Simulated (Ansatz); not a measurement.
A relaxation computed with Ansatz, from input to last step.

```yaml
crystal:
  lattice:
    - [4.8372603045, 0.0, 0.0]
    - [-2.4186301523, 4.1891903085, 0.0]
    - [0.0, 0.0, 4.1721645571]
  atoms:
    - { symbol: C, position: [0.6666666667, 0.3333333333, 0.1839419488] }
    - { symbol: C, position: [0.3333333333, 0.6666666667, 0.1839419488] }
    - { symbol: C, position: [0.6666666667, 0.3333333333, 0.8160580512] }
    - { symbol: C, position: [0.3333333333, 0.6666666667, 0.8160580512] }
    - { symbol: C, position: [0.5, 0.5, 0.3404639072] }
    - { symbol: C, position: [0.0, 0.5, 0.3404639072] }
    - { symbol: C, position: [0.5, 0.0, 0.3404639072] }
    - { symbol: C, position: [0.5, 0.5, 0.6595360928] }
    - { symbol: C, position: [0.5, 0.0, 0.6595360928] }
    - { symbol: C, position: [0.0, 0.5, 0.6595360928] }
basis:
  ecutwfc: 420
kpoints:
  mp_grid: { grid: [12, 12, 8] }
hamiltonian:
  xc: pbe
scf:
  occupations: { method: gaussian, width: 0.1 }
output:
  forces: true
  stress: true
  eigenvalues: true
relax:
  adjacent_minimum: "off"
  f_tol: 0.005
  max_steps: 80
  cell: { stress_tol: 0.05 }
```

```bash
ansatz run input.yaml --threads 2 --pin off --max-ram 5120MiB --backend cpu --events-out ev --progress --plain --runs-dir out
```

These are results of DFT PBE, scalar-relativistic, plane waves, PAW (Ansatz 0.2.0), not measurements.

Of 3 frames 3 are shown, positions in Å and forces in eV/Å; the SCF threshold varies from step to step. Steps run on the plane waves of an earlier cell, with a Pulay correction in the pressure. The basis is chosen afresh for the last frame, the zero of the energies, and at times for earlier ones too; energy and pressure step there, also at an unchanged geometry.

```xyz
10
Lattice="4.8373 0.0000 0.0000 -2.4186 4.1892 0.0000 0.0000 0.0000 4.1722" Properties=species:S:1:pos:R:3:forces:R:3 pbc="T T T" step=1 free_energy_over_end_meV_per_atom=0.00 pressure_GPa=0.04
C     2.4186    1.3964    0.7674    0.0000    0.0000   -0.0015
C     0.0000    2.7928    0.7674    0.0000    0.0000   -0.0015
C     2.4186    1.3964    3.4047    0.0000    0.0000    0.0015
C     0.0000    2.7928    3.4047    0.0000    0.0000    0.0015
C     1.2093    2.0946    1.4205    0.0000    0.0000   -0.0085
C    -1.2093    2.0946    1.4205    0.0000    0.0000   -0.0085
C     2.4186    0.0000    1.4205    0.0000    0.0000   -0.0085
C     1.2093    2.0946    2.7517    0.0000    0.0000    0.0085
C     2.4186    0.0000    2.7517    0.0000    0.0000    0.0085
C    -1.2093    2.0946    2.7517    0.0000    0.0000    0.0085
10
Lattice="4.8372 0.0000 0.0000 -2.4186 4.1891 0.0000 0.0000 0.0000 4.1725" Properties=species:S:1:pos:R:3:forces:R:3 pbc="T T T" step=2 free_energy_over_end_meV_per_atom=0.00 pressure_GPa=0.01
C     2.4186    1.3964    0.7675    0.0000    0.0000    0.0006
C     0.0000    2.7927    0.7675    0.0000    0.0000    0.0006
C     2.4186    1.3964    3.4050    0.0000    0.0000   -0.0006
C     0.0000    2.7927    3.4050    0.0000    0.0000   -0.0006
C     1.2093    2.0946    1.4206    0.0000    0.0000   -0.0034
C    -1.2093    2.0946    1.4206    0.0000    0.0000   -0.0034
C     2.4186    0.0000    1.4206    0.0000    0.0000   -0.0034
C     1.2093    2.0946    2.7519    0.0000    0.0000    0.0034
C     2.4186    0.0000    2.7519    0.0000    0.0000    0.0034
C    -1.2093    2.0946    2.7519    0.0000    0.0000    0.0034
10
Lattice="4.8372 0.0000 0.0000 -2.4186 4.1891 0.0000 0.0000 0.0000 4.1725" Properties=species:S:1:pos:R:3:forces:R:3 pbc="T T T" step=3 free_energy_over_end_meV_per_atom=0.00 pressure_GPa=0.01
C     2.4186    1.3964    0.7675    0.0000    0.0000    0.0006
C     0.0000    2.7927    0.7675    0.0000    0.0000    0.0006
C     2.4186    1.3964    3.4050    0.0000    0.0000   -0.0006
C     0.0000    2.7927    3.4050    0.0000    0.0000   -0.0006
C     1.2093    2.0946    1.4206    0.0000    0.0000   -0.0034
C    -1.2093    2.0946    1.4206    0.0000    0.0000   -0.0034
C     2.4186    0.0000    1.4206    0.0000    0.0000   -0.0034
C     1.2093    2.0946    2.7519    0.0000    0.0000    0.0034
C     2.4186    0.0000    2.7519    0.0000    0.0000    0.0034
C    -1.2093    2.0946    2.7519    0.0000    0.0000    0.0034
```

Time: 29 s on 2 threads of Intel(R) Xeon(R) Processor @ 2.70GHz, with other jobs on the host, peak memory 0.52 GiB.